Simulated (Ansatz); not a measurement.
Runs of Ansatz 0.2.0 on MgB2. The structure is hexagonal, space group P6/mmm (No. 191). The conventional cell has a = 3.085 Å, b = 3.085 Å, c = 3.523 Å, α = 90.00°, β = 90.00°, γ = 120.00°. Around Mg (site symmetry 6/mmm) lie 12 B at 2.51 Å. B (site symmetry -6m2) is surrounded by 3 B at 1.78 Å. 

| task | level | k mesh | cutoff (eV) | points for each segment of the path | gap on the mesh (eV) | pressure (GPa) | V0 of scaled cells (Å³/atom) | B0 (GPa) |
| --- | --- | --- | --- | --- | --- | --- | --- | --- |
| equation of state | r2SCAN | 10 × 10 × 8 | 500 | - | - | - | (b) | 157 |
| equation of state | PBE | 10 × 10 × 8 | 420 | - | - | - | 9.62 | (a) |
| phonons | PBEsol | 8 × 8 × 6 | 420 | - | none | - | - | - |
| band structure | PBE | 10 × 10 × 8 | 420 | 14 | none | -0.9 | - | - |
| density of states | PBEsol | 8 × 8 × 6 | 420 | - | none | -3.0 | - | - |

Alike in all rows: potentials or basis Ansatz PAW; no spin polarisation; cell as given; smearing fermi-dirac 0.05 eV.

Problem. Fill in the values left out.

Solution. (a) 152; (b) 9.55.

Caveats: the cell was scaled at fixed shape and fractional positions, which overstates the stiffness of a crystal with free parameters, most of all of layers and chains (some runs); the PAW data sets come from PBE, with cores solved anew for the run's functional, which leaves a small shift of forces and pressure (some runs); the PAW data sets were made with another functional, which shifts forces and pressure a little (some runs).

A gap of «none» marks a metal or a gap under the smearing width.
